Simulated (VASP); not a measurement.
# BaTiO3 (R3m) in VASP: settings compared, part 2 of 2

VASP 6.6.1.

## 4. Equation of state, r2SCAN, 12.62 Å³/atom (a relaxed cell with its volume scaled by 0.96)

Contents of INCAR:

```
ALGO     = Normal         # electronic algorithm
EDIFF    = 1E-6           # SCF threshold, eV
ENCUT    = 520            # plane-wave cutoff, eV
ISIF     = 2              # what is computed and relaxed
ISMEAR   = 0              # smearing method
KPAR     = 2            
LASPH    = True           # aspherical terms in the spheres
LCHARG   = False          # write CHGCAR
LMIXTAU  = True         
LREAL    = False          # projectors in reciprocal space
LWAVE    = False          # write WAVECAR
METAGGA  = R2SCAN         # meta-GGA
NELM     = 60             # most SCF steps
PREC     = Accurate       # precision mode
SIGMA    = 0.02           # smearing width, eV
```

Contents of KPOINTS:

```
k-points
0
Gamma
  6 6 6
```

Contents of POSCAR:

```
BaTiO3                                  
1.0
    2.8102897244      1.6225215288      2.3055176484
   -2.8102897244      1.6225215288      2.3055176484
   -0.0000000000     -3.2450430577      2.3055176484
  Ba              Ti              O             
     1     1     3
Direct
     0.9975183709501377    0.9975183709501377    0.9975183709501376
     0.4842391426419159    0.4842391426419159    0.4842391426419163
     0.5093333270606842    0.0187758322865760    0.5093333270606839
     0.0187758322865760    0.5093333270606842    0.5093333270606839
     0.5093333270606839    0.5093333270606839    0.0187758322865760
```

Potentials or basis: VASP PAW PBE potentials, release 64 (Ba_sv, Ti_sv, O).

Started as:

```bash
cat potpaw_PBE.64/Ba_sv/POTCAR potpaw_PBE.64/Ti_sv/POTCAR potpaw_PBE.64/O/POTCAR > POTCAR
mpirun -np 2 vasp_std > vasp.out
```

OUTCAR:

```text
EDIFF = 1E-6
   ENCUT = 520
   ISIF = 2
   ISMEAR = 0
   LASPH = True
   LREAL = False
   METAGGA = R2SCAN
   NELM = 60
   PREC = Accurate

 ion  position               nearest neighbor table
   1  0.998  0.998  0.998-   5 2.75   4 2.75   3 2.75   4 2.81   3 2.81   4 2.81   3 2.81   5 2.81
                             5 2.81   5 2.89   4 2.89   3 2.89   2 3.37   2 3.41   2 3.41   2 3.41
   2  0.484  0.484  0.484-   5 1.86   4 1.86   3 1.86   5 2.13   4 2.13   3 2.13   1 3.37   1 3.41
                             1 3.41   1 3.41   1 3.48   1 3.48   1 3.48   1 3.55
[... 858 lines left out ...]
  -------------------------------------------------------------------------------------
  Total        3.1376760      3.1376760      2.9398068      0.0000000     -0.0000000      0.0000000
  in kB       79.6998339     79.6998339     74.6737761      0.0000000     -0.0000000      0.0000000
  external PRESSURE =      78.0244813 kB  Pullay stress =       0.0000000 kB

 VOLUME and BASIS-vectors are now :
 -----------------------------------------------------------------------------
  energy-cutoff  :      520.00
  volume of cell :       63.08
      direct lattice vectors                 reciprocal lattice vectors
     2.810289724  1.622521529  2.305517648     0.177917599  0.102720774  0.144580690
    -2.810289724  1.622521529  2.305517648    -0.177917599  0.102720774  0.144580690
     0.000000000 -3.245043058  2.305517648     0.000000000 -0.205441547  0.144580690

 POSITION                                       TOTAL-FORCE (eV/Angst)
 -----------------------------------------------------------------------------------
      0.00000     -0.00000      6.89939        -0.000000     -0.000000      0.036547
      0.00000     -0.00000      3.34927        -0.000000     -0.000000      0.470675
      1.37861     -0.79594      2.39184         0.249382     -0.143981     -0.169074
     -1.37861     -0.79594      2.39184        -0.249382     -0.143981     -0.169074
      0.00000      1.59188      2.39184        -0.000000      0.287962     -0.169074
 -----------------------------------------------------------------------------------
    total drift:                                0.000000     -0.000001     -0.004047

  FREE ENERGIE OF THE ION-ELECTRON SYSTEM (eV)
  ---------------------------------------------------
  free  energy   TOTEN  =       -74.2079044671 eV

  energy  without entropy=      -74.2079044671  energy(sigma->0) =      -74.20790447
```

stdout:

```text
POSCAR found type information on POSCAR BaTiO
 POSCAR found :  3 types and       5 ions
 scaLAPACK will be used
 -----------------------------------------------------------------------------
|                                                                             |
|                                                                             |
|     You enforced a specific xc type in the INCAR file but a different       |
|     I HOPE YOU KNOW WHAT YOU ARE DOING!                                     |
|                                                                             |
 -----------------------------------------------------------------------------

 LDA part: xc-table for (None), standard interpolation
 POSCAR, INCAR and KPOINTS ok, starting setup
 FFT: planning ... GRIDC
 FFT: planning ... GRID_SOFT
 FFT: planning ... GRID
 WAVECAR not read
 entering main loop
```

It took 56 s on 2 MPI ranks of Intel Xeon 6975P-C (Granite Rapids), shared host; peak memory 0.2 GiB.

Results:

| Item | Value |
| --- | --- |
| Free energy | -74.2079 eV |
| Pressure | 7.8 GPa |
| Largest force | 0.471 eV/Å |
| Band gap on the k mesh | 2.88 eV, indirect (least direct gap 3.30 eV) |

Caveat: the PAW data sets were made with another functional, which shifts forces and pressure a little; spin-orbit coupling is left out, which moves the levels of the heavy elements.

## 5. Equation of state, r2SCAN, 12.88 Å³/atom (a relaxed cell with its volume scaled by 0.98)

INCAR is that of step 4.

KPOINTS is that of step 4.

POSCAR: that of step 4 with these lines changed.

```diff
@@ -2,5 +2,5 @@
 1.0
-    2.8102897244      1.6225215288      2.3055176484
-   -2.8102897244      1.6225215288      2.3055176484
-   -0.0000000000     -3.2450430577      2.3055176484
+    2.8296716453      1.6337116861      2.3214182726
+   -2.8296716453      1.6337116861      2.3214182726
+   -0.0000000000     -3.2674233722      2.3214182726
   Ba              Ti              O
```

Started as:

```bash
cat potpaw_PBE.64/Ba_sv/POTCAR potpaw_PBE.64/Ti_sv/POTCAR potpaw_PBE.64/O/POTCAR > POTCAR
mpirun -np 2 vasp_std > vasp.out
```

It took 56 s on 2 MPI ranks of Intel Xeon 6975P-C (Granite Rapids), shared host; peak memory 0.2 GiB.

Results (log left out):

```yaml
Free_energy: -74.2566 eV
Pressure: 3.7 GPa
Largest_force: 0.231 eV/Å
Band_gap_on_the_k_mesh: 2.82 eV, indirect (least direct gap 3.26 eV)
```

Caveat: the PAW data sets were made with another functional, which shifts forces and pressure a little; spin-orbit coupling is left out, which moves the levels of the heavy elements.

## 6. Equation of state, r2SCAN, 13.14 Å³/atom

INCAR is that of step 5.

KPOINTS is that of step 5.

POSCAR: that of step 5 with these lines changed.

```diff
@@ -2,5 +2,5 @@
 1.0
-    2.8296716453      1.6337116861      2.3214182726
-   -2.8296716453      1.6337116861      2.3214182726
-   -0.0000000000     -3.2674233722      2.3214182726
+    2.8487916283      1.6447506134      2.3371040070
+   -2.8487916283      1.6447506134      2.3371040070
+   -0.0000000000     -3.2895012269      2.3371040070
   Ba              Ti              O
```

Potentials or basis: VASP PAW PBE potentials, release 64 (Ba_sv, Ti_sv, O).

Started as:

```bash
cat potpaw_PBE.64/Ba_sv/POTCAR potpaw_PBE.64/Ti_sv/POTCAR potpaw_PBE.64/O/POTCAR > POTCAR
mpirun -np 2 vasp_std > vasp.out
```

Wall time 53 s (2 MPI ranks of Intel Xeon 6975P-C (Granite Rapids), shared host); peak memory 0.2 GiB.

Results (log left out):

```
Free energy            : -74.2736 eV
Pressure               : 0.1 GPa
Largest force          : 0.006 eV/Å
Band gap on the k mesh : 2.76 eV, indirect (least direct gap 3.21 eV)
```

Caveat: the PAW data sets were made with another functional, which shifts forces and pressure a little; spin-orbit coupling is left out, which moves the levels of the heavy elements.

## 7. Equation of state, r2SCAN, 13.40 Å³/atom (a relaxed cell with its volume scaled by 1.02)

INCAR is that of step 6.

KPOINTS is that of step 6.

POSCAR: that of step 6 with these lines changed.

```diff
@@ -2,5 +2,5 @@
 1.0
-    2.8487916283      1.6447506134      2.3371040070
-   -2.8487916283      1.6447506134      2.3371040070
-   -0.0000000000     -3.2895012269      2.3371040070
+    2.8676583478      1.6556433190      2.3525819680
+   -2.8676583478      1.6556433190      2.3525819680
+   -0.0000000000     -3.3112866381      2.3525819680
   Ba              Ti              O
```

Started as:

```bash
cat potpaw_PBE.64/Ba_sv/POTCAR potpaw_PBE.64/Ti_sv/POTCAR potpaw_PBE.64/O/POTCAR > POTCAR
mpirun -np 2 vasp_std > vasp.out
```

Run time: 57 s. Hardware: 2 MPI ranks of Intel Xeon 6975P-C (Granite Rapids), shared host; peak memory 0.2 GiB.

The run converged. Its results:

- Free energy: -74.2623 eV
- Pressure: -3.2 GPa
- Largest force: 0.208 eV/Å
- Band gap on the k mesh: 2.70 eV, indirect (least direct gap 3.16 eV)

Caveat: the PAW data sets were made with another functional, which shifts forces and pressure a little; spin-orbit coupling is left out, which moves the levels of the heavy elements.

## 8. Equation of state, r2SCAN, 13.67 Å³/atom (a relaxed cell with its volume scaled by 1.04)

INCAR is that of step 7.

KPOINTS is that of step 7.

POSCAR: that of step 7 with these lines changed.

```diff
@@ -2,5 +2,5 @@
 1.0
-    2.8676583478      1.6556433190      2.3525819680
-   -2.8676583478      1.6556433190      2.3525819680
-   -0.0000000000     -3.3112866381      2.3525819680
+    2.8862800277      1.6663945509      2.3678589024
+   -2.8862800277      1.6663945509      2.3678589024
+   -0.0000000000     -3.3327891019      2.3678589024
   Ba              Ti              O
```

Started as:

```bash
cat potpaw_PBE.64/Ba_sv/POTCAR potpaw_PBE.64/Ti_sv/POTCAR potpaw_PBE.64/O/POTCAR > POTCAR
mpirun -np 2 vasp_std > vasp.out
```

It took 62 s on 2 MPI ranks of Intel Xeon 6975P-C (Granite Rapids), shared host; peak memory 0.2 GiB.

It converged, with:

```yaml
Free_energy: -74.2255 eV
Pressure: -6.2 GPa
Largest_force: 0.408 eV/Å
Band_gap_on_the_k_mesh: 2.65 eV, indirect (least direct gap 3.12 eV)
```

Caveat: the PAW data sets were made with another functional, which shifts forces and pressure a little; spin-orbit coupling is left out, which moves the levels of the heavy elements.

## 9. Equation of state, r2SCAN

This run uses another cell than the first one, of 13.14 Å³/atom, 1.023 times its volume.

Potentials or basis: VASP PAW PBE potentials, release 64 (Ba_sv, Ti_sv, O).

No new run: the results of the series are fitted here.

Results:

```
Equilibrium volume                        : 13.16 Å³/atom
Bulk modulus at fixed shape and positions : 172 GPa
Pressure derivative of the bulk modulus   : 4.4 (rough: it moves with the points fitted)
```

Energy against volume, from the lowest point:
```
volume (Å³/atom)  energy (meV/atom)
          12.615              13.14
          12.878               3.40
          13.141               0.00
          13.404               2.26
          13.666               9.63
```

Caveat: the cell was scaled at fixed shape and fractional positions, which overstates the stiffness of a crystal with free parameters, most of all of layers and chains; the PAW data sets were made with another functional, which shifts forces and pressure a little. The run has no spin-orbit coupling, so splittings on Ba are missing.

## 10. The reference run

An earlier run on the cell as given: functional PBE; potentials or basis VASP PAW PBE potentials, release 64 (Ba_sv, Ti_sv, O); cutoff 520 eV; k mesh 7 × 7 × 7; occupations fermi-dirac, width 0.05 eV; no spin polarisation.

- Pressure: 6.8 GPa
- Largest force: 0.214 eV/Å
- Band gap on the k mesh: 2.44 eV, indirect (least direct gap 2.78 eV)

## 11. Summary

```tsv
task	level	potentials or basis	cell	k mesh	cutoff (eV)	smearing	ladder	GW scheme	GW iterations	cutoff of the response function	frequency points	gap on the mesh (eV)	pressure (GPa)	largest force (eV/Å)
G0W0 quasiparticle levels	LDA	VASP PAW LDA potentials, release 64 (Ba_sv_GW, Ti_sv_GW, O_GW)	R3m, 12.84 Å³/atom	4 × 4 × 4	500	gaussian 0.01 eV	free	G0W0	1	150	50	-	-	-
band structure	r2SCAN	VASP PAW PBE potentials, release 64 (Ba_sv, Ti_sv, O)	R3m, 12.84 Å³/atom	8 × 8 × 8	520	gaussian 0.02 eV	gaps	-	-	-	-	2.78	3.9	0.26
equation of state	r2SCAN	VASP PAW PBE potentials, release 64 (Ba_sv, Ti_sv, O)	R3m, 13.14 Å³/atom	6 × 6 × 6	520	gaussian 0.02 eV	gaps	-	-	-	-	-	-	-
single point	PBE	VASP PAW PBE potentials, release 64 (Ba_sv, Ti_sv, O)	R3m, 12.84 Å³/atom	7 × 7 × 7	520	fermi-dirac 0.05 eV	-	-	-	-	-	2.44	6.8	0.21
```

Alike in all rows: no spin polarisation.

Caveats: spin-orbit coupling is left out, which moves the levels of the heavy elements (some runs); the PAW data sets were made with another functional, which shifts forces and pressure a little (some runs); the cutoff is under 1.25 times the usual one of these potentials, so pressure, stress and relaxed cells hold a basis-set (Pulay) error (some runs); bands, screening cutoff and mesh are small and nothing is extrapolated, so the quasiparticle values aren't converged (some runs); the cell was scaled at fixed shape and fractional positions, which overstates the stiffness of a crystal with free parameters, most of all of layers and chains (some runs); an odd mesh through Γ misses points on the zone boundary, where band edges often lie (some runs).

Total energies depend on the potentials used, so only differences within one code and one set of settings carry meaning.
